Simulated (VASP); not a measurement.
# MgO2 (Pa-3) in VASP: electric field gradients with PBEsol

Aim: the electric field gradients of MgO2 with PBEsol.

All numbers are computed with VASP 6.6.1; they aren't measurements. Logs are shortened: lines on timing, memory, paths and dates and some standing lists are left out, and cuts for length are marked.

## Step 1: The structure

The structure is cubic, space group Pa-3 (No. 205). Conventional cell: a = 4.841 Å, b = 4.841 Å, c = 4.841 Å, α = 90.00°, β = 90.00°, γ = 90.00°. Mg (site symmetry -3) is surrounded by 6 O at 2.08 Å. O (site symmetry 3) is surrounded by 1 O at 1.48 Å.

The cell is a database's computed one.

## Step 2: Electric field gradients, PBEsol

Input file INCAR:

```
SYSTEM = MgO2
  PREC = Accurate
  ENCUT = 520
  EDIFF = 1E-8
  ISMEAR = 0
  SIGMA = 0.01
  LREAL = .False.
  LASPH = .True.
  NELM = 60
  ALGO = Normal
  ISIF = 2
  LWAVE = .False.
  LCHARG = .False.
  GGA = PS
  LEFG = .True.
  NBANDS = 40
```

Input file KPOINTS:

```
regular mesh
0
Gamma
  6 6 6
  0 0 0
```

Input file POSCAR:

```
MgO2
1.0
    4.8408307520      0.0000000000      0.0000000000
    0.0000000000      4.8408307520      0.0000000000
    0.0000000000      0.0000000000      4.8408307520
Mg O
4 8
Direct
    0.0000000000      0.5000000000      0.5000000000
    0.5000000000      0.5000000000      0.0000000000
    0.5000000000      0.0000000000      0.5000000000
    0.0000000000      0.0000000000      0.0000000000
    0.4116319360      0.0883680640      0.9116319360
    0.0883680640      0.9116319360      0.4116319360
    0.9116319360      0.4116319360      0.0883680640
    0.5883680640      0.5883680640      0.5883680640
    0.4116319360      0.4116319360      0.4116319360
    0.0883680640      0.5883680640      0.9116319360
    0.9116319360      0.0883680640      0.5883680640
    0.5883680640      0.9116319360      0.0883680640
```

Potentials or basis: VASP PAW PBE potentials, release 64 (Mg, O).

The run is started by

```console
$ cat potpaw_PBE.64/Mg/POTCAR potpaw_PBE.64/O/POTCAR > POTCAR
$ mpirun -np 1 vasp_std > vasp.out
```

OUTCAR:

```text
SYSTEM = MgO2
   PREC = Accurate
   ENCUT = 520
   EDIFF = 1E-8
   ISMEAR = 0
   LREAL = .False.
   LASPH = .True.
   NELM = 60
   ISIF = 2
   GGA = PS

 ion  position               nearest neighbor table
   1  0.000  0.500  0.500-   6 2.08   7 2.08   8 2.08   9 2.08  10 2.08  11 2.08   2 3.42   3 3.42
                             4 3.42   2 3.42   4 3.42   3 3.42   4 3.42   4 3.42   2 3.42   3 3.42
   2  0.500  0.500  0.000-   5 2.08   7 2.08   8 2.08   9 2.08  10 2.08  12 2.08   1 3.42   3 3.42
                             4 3.42   1 3.42   3 3.42   3 3.42   4 3.42   3 3.42   1 3.42   4 3.42
   3  0.500  0.000  0.500-   5 2.08   6 2.08   8 2.08   9 2.08  11 2.08  12 2.08   1 3.42   2 3.42
                             4 3.42   2 3.42   4 3.42   1 3.42   2 3.42   2 3.42   1 3.42   4 3.42
   4  0.000  0.000  0.000-   5 2.08   6 2.08   7 2.08  10 2.08  11 2.08  12 2.08   1 3.42   2 3.42
                             3 3.42   1 3.42   3 3.42   1 3.42   2 3.42   1 3.42   2 3.42   3 3.42
   5  0.412  0.088  0.912-  12 1.48   3 2.08   4 2.08   2 2.08
   6  0.088  0.912  0.412-  11 1.48   3 2.08   4 2.08   1 2.08
   7  0.912  0.412  0.088-  10 1.48   2 2.08   4 2.08   1 2.08
   8  0.588  0.588  0.588-   9 1.48   2 2.08   3 2.08   1 2.08
   9  0.412  0.412  0.412-   8 1.48   2 2.08   3 2.08   1 2.08
  10  0.088  0.588  0.912-   7 1.48   2 2.08   4 2.08   1 2.08
  11  0.912  0.088  0.588-   6 1.48   3 2.08   4 2.08   1 2.08
  12  0.588  0.912  0.088-   5 1.48   3 2.08   4 2.08   2 2.08

  LATTYP: Found a simple cubic cell.
 ALAT       =     4.8408307520

  Lattice vectors:

 A1 = (   4.8408307520,   0.0000000000,   0.0000000000)
 A2 = (   0.0000000000,   4.8408307520,   0.0000000000)
 A3 = (   0.0000000000,   0.0000000000,   4.8408307520)

Analysis of symmetry for initial positions (statically):
=====================================================================
 Subroutine PRICEL returns:
 Original cell was already a primitive cell.

 Routine SETGRP: Setting up the symmetry group for a
 simple cubic supercell.

 Subroutine GETGRP returns: Found 24 space group operations
 (whereof  6 operations were pure point group operations)
 out of a pool of 48 trial point group operations.

The static configuration has the point symmetry S_6 .
 The point group associated with its full space group is T_h .

Analysis of symmetry for dynamics (positions and initial velocities):
=====================================================================
 Subroutine PRICEL returns:
 Original cell was already a primitive cell.

 Routine SETGRP: Setting up the symmetry group for a
 simple cubic supercell.

 Subroutine GETGRP returns: Found 24 space group operations
 (whereof  6 operations were pure point group operations)
 out of a pool of 48 trial point group operations.

The dynamic configuration has the point symmetry S_6 .
 The point group associated with its full space group is T_h .

 Subroutine INISYM returns: Found 24 space group operations
 (whereof  6 operations are pure point group operations),
 and found     1 'primitive' translations

----------------------------------------------------------------------------------------

                                     Primitive cell

  volume of cell :     113.4383

  direct lattice vectors                    reciprocal lattice vectors
     4.840830752  0.000000000  0.000000000     0.206576113  0.000000000  0.000000000
     0.000000000  4.840830752  0.000000000     0.000000000  0.206576113  0.000000000
     0.000000000  0.000000000  4.840830752     0.000000000  0.000000000  0.206576113

  length of vectors
     4.840830752  4.840830752  4.840830752     0.206576113  0.206576113  0.206576113

  position of ions in fractional coordinates (direct lattice)
     0.000000000  0.500000000  0.500000000
     0.500000000  0.500000000  0.000000000
     0.500000000  0.000000000  0.500000000
     0.000000000  0.000000000  0.000000000
     0.411631936  0.088368064  0.911631936
     0.088368064  0.911631936  0.411631936
     0.911631936  0.411631936  0.088368064
     0.588368064  0.588368064  0.588368064
     0.411631936  0.411631936  0.411631936
     0.088368064  0.588368064  0.911631936
     0.911631936  0.088368064  0.588368064
     0.588368064  0.911631936  0.088368064

  ion indices of the primitive-cell ions
   primitive index   ion index
                 1           1
                 2           2
                 3           3
                 4           4
                 5           5
                 6           6
                 7           7
                 8           8
                 9           9
                10          10
                11          11
                12          12

----------------------------------------------------------------------------------------

[... 72 lines left out ...]
   IBRION =     -1    ionic relax: 0-MD 1-quasi-New 2-CG
   NFREE  =      0    steps in history (QN), initial steepest desc. (CG)
   ISIF   =      2    stress and relaxation
   ISYM   =      2    0-nonsym 1-usesym 2-fastsym
   POTIM  = 0.5000    time-step for ionic-motion
   TEBEG  =    0.0;   TEEND  =   0.0 temperature during run
   PSTRESS=    0.0 pullay stress
   NELECT =      56.0000    total number of electrons
   NUPDOWN=      -1.0000    fix difference up-down
   EMIN   =  10.00;   EMAX   =-10.00  energy-range for DOS
   EFERMI =   0.00;   METHOD = LEGACY
   ISMEAR =     0;   SIGMA  =   0.01  broadening in eV -4-tet -1-fermi 0-gaus
   EFERMI_NEDOS =   21; number of points for ismear=-14 and -15
   IALGO  =     38    algorithm
   IMIX   =      4    mixing-type and parameters
     AMIX     =   0.40;   BMIX     =  1.00
     AMIX_MAG =   1.60;   BMIX_MAG =  1.00
  volume/ion in A,a.u.               =       9.45        63.79
  Fermi-wavevector in a.u.,A,eV,Ry     =   1.293851  2.445024 22.776839  1.674050
  Thomas-Fermi vector in A             =   2.425471
   LORBIT       =      0    0 simple, 1 ext, 2 COOP (PROOUT), +10 PAW based schemes
   GGA     = PS    functional components
   LHFCALC =     F    Hartree Fock is set to
   AEXX    =    0.0000 exact exchange contribution
   IVDW    =     0    specifies the selected vdW correction
   LEPSILON=     F    determine dielectric tensor
   LRPA    =     F    only Hartree local field effects (RPA)
 non-spin polarized calculation
 Gauss-broadening in eV      SIGMA  =   0.01
  energy-cutoff  :      520.00
  volume of cell :      113.44
 maximum number of plane-waves:      3112
   NGX = 19   NGY = 19   NGZ = 19

 number of electron      56.0000074 magnetization

 Free energy of the ion-electron system (eV)
  ---------------------------------------------------
  ext. energy  EPLUGINS =         0.00000000
  ---------------------------------------------------
  free energy    TOTEN  =       -69.78667569 eV

  energy without entropy =      -69.78667569  energy(sigma->0) =      -69.78667569

 E-fermi :   2.9444     XC(G=0): -11.0153

 val. band max:        2.8659982551   @ k =   0.0000   0.0000   0.0000
 cond. band min:       6.8149557782   @ k =   0.3333   0.1667   0.1667
 fundamental gap:      3.9489575231
 Fermi energy:         2.9444215262

 k-point     1 :       0.0000    0.0000    0.0000
  band No.  band energies     occupation
      1     -18.4153      2.00000
      2     -17.6376      2.00000
      3     -17.6376      2.00000
      4     -17.6376      2.00000
      5     -11.7681      2.00000
      6     -11.7681      2.00000
[... 1021 lines left out ...]
     39      13.9559      0.00000
     40      13.9559      0.00000

------------------------ aborting loop because EDIFF is reached ----------------------------------------

  FORCE on cell =-STRESS in cart. coord.  units (eV):
  Direction    XX          YY          ZZ          XY          YZ          ZX
  --------------------------------------------------------------------------------------
  -------------------------------------------------------------------------------------
  Total       -0.0569702     -0.0569702     -0.0569702      0.0000000      0.0000000      0.0000000
  in kB       -0.8046349     -0.8046349     -0.8046349      0.0000000      0.0000000      0.0000000
  external PRESSURE =      -0.8046349 kB  Pullay stress =       0.0000000 kB

 VOLUME and BASIS-vectors are now :
 -----------------------------------------------------------------------------
  energy-cutoff  :      520.00
  volume of cell :      113.44
      direct lattice vectors                 reciprocal lattice vectors
     4.840830752  0.000000000  0.000000000     0.206576113  0.000000000  0.000000000
     0.000000000  4.840830752  0.000000000     0.000000000  0.206576113  0.000000000
     0.000000000  0.000000000  4.840830752     0.000000000  0.000000000  0.206576113

 POSITION                                       TOTAL-FORCE (eV/Angst)
 -----------------------------------------------------------------------------------
      0.00000      2.42042      2.42042         0.000000      0.000000      0.000000
      2.42042      2.42042      0.00000         0.000000      0.000000      0.000000
      2.42042      0.00000      2.42042         0.000000      0.000000      0.000000
      0.00000      0.00000      0.00000         0.000000      0.000000      0.000000
      1.99264      0.42777      4.41306        -0.113980      0.113980     -0.113980
      0.42777      4.41306      1.99264         0.113980     -0.113980     -0.113980
      4.41306      1.99264      0.42777        -0.113980     -0.113980      0.113980
      2.84819      2.84819      2.84819         0.113980      0.113980      0.113980
      1.99264      1.99264      1.99264        -0.113980     -0.113980     -0.113980
      0.42777      2.84819      4.41306         0.113980      0.113980     -0.113980
      4.41306      0.42777      2.84819        -0.113980      0.113980      0.113980
      2.84819      4.41306      0.42777         0.113980     -0.113980      0.113980
 -----------------------------------------------------------------------------------
    total drift:                                0.000000      0.000000     -0.000000

  FREE ENERGIE OF THE ION-ELECTRON SYSTEM (eV)
  ---------------------------------------------------
  free  energy   TOTEN  =       -69.7866756944 eV

  energy  without entropy=      -69.7866756944  energy(sigma->0) =      -69.78667569

 Electric field gradients (V/A^2)
---------------------------------------------------------------------
 ion       V_xx      V_yy      V_zz      V_xy      V_xz      V_yz
---------------------------------------------------------------------
   1      -0.000    -0.000    -0.000    -0.983     0.983    -0.983
   2      -0.000    -0.000    -0.000    -0.983    -0.983     0.983
   3      -0.000    -0.000    -0.000     0.983    -0.983    -0.983
   4      -0.000    -0.000    -0.000     0.983     0.983     0.983
   5       0.000    -0.000     0.000  -147.647   147.647  -147.647
   6       0.000    -0.000     0.000  -147.647  -147.647   147.647
   7       0.000    -0.000     0.000   147.647  -147.647  -147.647
   8       0.000     0.000     0.000   147.647   147.647   147.647
   9       0.000     0.000     0.000   147.647   147.647   147.647
  10       0.000    -0.000     0.000   147.647  -147.647  -147.647
  11       0.000     0.000     0.000  -147.647  -147.647   147.647
  12       0.000    -0.000     0.000  -147.647   147.647  -147.647
---------------------------------------------------------------------

 Electric field gradients after diagonalization (V/A^2)
 (convention: |V_zz| > |V_xx| > |V_yy|)
----------------------------------------------------------------------
 ion       V_xx      V_yy      V_zz     asymmetry (V_yy - V_xx)/ V_zz
----------------------------------------------------------------------
   1      -0.983    -0.983     1.966       0.000
   2      -0.983    -0.983     1.966       0.000
   3      -0.983    -0.983     1.966       0.000
   4      -0.983    -0.983     1.966       0.000
   5    -147.647  -147.647   295.294       0.000
   6    -147.647  -147.647   295.294       0.000
   7    -147.647  -147.647   295.294       0.000
   8    -147.647  -147.647   295.294       0.000
   9    -147.647  -147.647   295.294       0.000
  10    -147.647  -147.647   295.294       0.000
  11    -147.647  -147.647   295.294       0.000
  12    -147.647  -147.647   295.294       0.000
----------------------------------------------------------------------

           NMR quadrupolar parameters

 Cq : quadrupolar parameter    Cq=e*Q*V_zz/h
 eta: asymmetry parameters     (V_yy - V_xx)/ V_zz
 Q  : nuclear electric quadrupole moment in mb (millibarn)
----------------------------------------------------------------------
 ion       Cq(MHz)       eta       Q (mb)
----------------------------------------------------------------------
   1       0.005       0.000       1.000
   2       0.005       0.000       1.000
   3       0.005       0.000       1.000
   4       0.005       0.000       1.000
   5       0.714       0.000       1.000
   6       0.714       0.000       1.000
   7       0.714       0.000       1.000
   8       0.714       0.000       1.000
   9       0.714       0.000       1.000
  10       0.714       0.000       1.000
  11       0.714       0.000       1.000
  12       0.714       0.000       1.000
----------------------------------------------------------------------
```

It took 44 s on 1 thread of Intel Xeon 6975P-C (Granite Rapids), shared host; peak memory 0.24 GiB.

What came out:

```
Free energy            : -69.7867 eV
Pressure               : -0.1 GPa
Largest force          : 0.197 eV/Å
Band gap on the k mesh : 3.95 eV, indirect (least direct gap 4.07 eV)
```

Forces on the atoms (eV/Å):
```
Mg   0.000  0.000  0.000
Mg   0.000  0.000  0.000
Mg   0.000  0.000  0.000
Mg   0.000  0.000  0.000
O   -0.114  0.114 -0.114
O    0.114 -0.114 -0.114
O   -0.114 -0.114  0.114
O    0.114  0.114  0.114
O   -0.114 -0.114 -0.114
O    0.114  0.114 -0.114
O   -0.114  0.114  0.114
O    0.114 -0.114  0.114
```

Levels at points of the mesh, in eV from the valence-band top:
```
           k point  band 24  band 25  band 26  band 27  band 28  band 29  band 30  band 31  band 32  band 33
(0.00, 0.00, 0.00)    -0.50    -0.50    -0.50     0.00     0.00     4.63     4.63     4.63     4.65     6.26
(0.50, 0.00, 0.00)    -0.88    -0.72    -0.72    -0.12    -0.12     4.01     4.01     4.50     4.50     8.60
(0.50, 0.50, 0.00)    -0.69    -0.50    -0.50    -0.50    -0.50     4.25     4.25     4.25     4.25     9.33
(0.50, 0.50, 0.50)    -0.75    -0.56    -0.56    -0.56    -0.56     4.57     4.57     4.57     4.57     9.16
```

Electric field gradients, principal values (V/Å²):
| atom | Vxx | Vyy | Vzz |
| --- | --- | --- | --- |
| 1 Mg | -0.983 | -0.983 | 1.966 |
| 2 Mg | -0.983 | -0.983 | 1.966 |
| 3 Mg | -0.983 | -0.983 | 1.966 |
| 4 Mg | -0.983 | -0.983 | 1.966 |
| 5 O | -147.647 | -147.647 | 295.294 |
| 6 O | -147.647 | -147.647 | 295.294 |
| 7 O | -147.647 | -147.647 | 295.294 |
| 8 O | -147.647 | -147.647 | 295.294 |
| 9 O | -147.647 | -147.647 | 295.294 |
| 10 O | -147.647 | -147.647 | 295.294 |
| 11 O | -147.647 | -147.647 | 295.294 |
| 12 O | -147.647 | -147.647 | 295.294 |

Caveat: the PAW data sets were made with another functional, which shifts forces and pressure a little. A k mesh can miss the band edges.
